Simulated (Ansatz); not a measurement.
Cubic perovskite BaSnO3, treated with PBEsol-D3(BJ) in Ansatz (plane waves, PAW).

Settings: plane-wave cutoff 520 eV, 8×8×8 k mesh, Fermi–Dirac smearing 0.01 eV, scalar-relativistic PAW data made under PBE.

Pressure at four volumes; x = ln(V/13.741 Å³). One pressure is withheld.

| V (Å³/atom) | x | P (GPa) |
|---|---|---|
| 12.917 | -0.0618 | ? |
| 13.192 | -0.0408 | 7.19 |
| 13.741 | 0.0000 | -0.01 |
| 14.566 | 0.0583 | -8.08 |

Problem. Pass a parabola P(x) through the three rows shown, estimate the bulk modulus and its pressure derivative near zero pressure, and predict the withheld pressure.

Solution. Slopes between the rows: (-0.01 − (7.19))/(0.0000 − (-0.0408)) = -176.47 and (-8.08 − (-0.01))/(0.0583 − (0.0000)) = -138.42 GPa. Their difference over the span 0.0991 is c = 38.05/0.0991 = 384.0 GPa, so P(x) = 7.19 + (-176.47)(x − (-0.0408)) + 384.0 (x − (-0.0408))(x − (0.0000)). At the middle row B = −dP/dx = −[-176.47 + 384.0 × 0.0408] = 160.8 GPa, and B′ = dB/dP = 2c/B = 4.8. At x = -0.0618 the parabola gives 11.39 GPa; the run gives 11.48 GPa. The Birch–Murnaghan fit to the energies at all volumes has B0 = 160 GPa and B′ = 4.9.

Spin–orbit coupling is not included.

Ansatz is a program for electronic structure.
